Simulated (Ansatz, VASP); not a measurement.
ScAl3: VASP beside Ansatz

```
Sc Al
1.0
    -2.01972    2.01972    4.36957
     2.01972   -2.01972    4.36957
     2.01972    2.01972   -4.36957
Sc Al
1 3
Direct
  0.00000 0.00000 0.00000
  0.50000 0.50000 0.00000
  0.75000 0.25000 0.50000
  0.25000 0.75000 0.50000
```

Alike in both runs: task single point; functional PBE; k mesh 6 × 6 × 6; occupations gaussian, width 0.1 eV; collinear spin.

|  | VASP | Ansatz |
| --- | --- | --- |
| version | VASP 6.6.1 | Ansatz 0.2.0 |
| potentials or method | VASP PAW PBE potentials, release 64 (Sc_sv, Al) | scalar-relativistic, plane waves, PAW |
| plane-wave cutoff (eV) | 520 | 420 |
| valence electrons in the cell | 20 | 20 |

```tsv
	VASP	Ansatz	Ansatz less VASP
gap on the k mesh at the Fermi level (eV)	none	none	-
pressure (GPa)	0.0	-0.1	-0.03
net moment per atom (μB)	0.00	0.00	0.000
```

A gap of «none» marks a metal or a gap that the smearing closes. With one functional, cell and mesh, what is left measures potentials, basis and numerics. Ansatz warned: «seeded_moment_not_kept».

Caveats: the k mesh is coarse (spacing up to 0.37 Å⁻¹), so the values aren't converged.
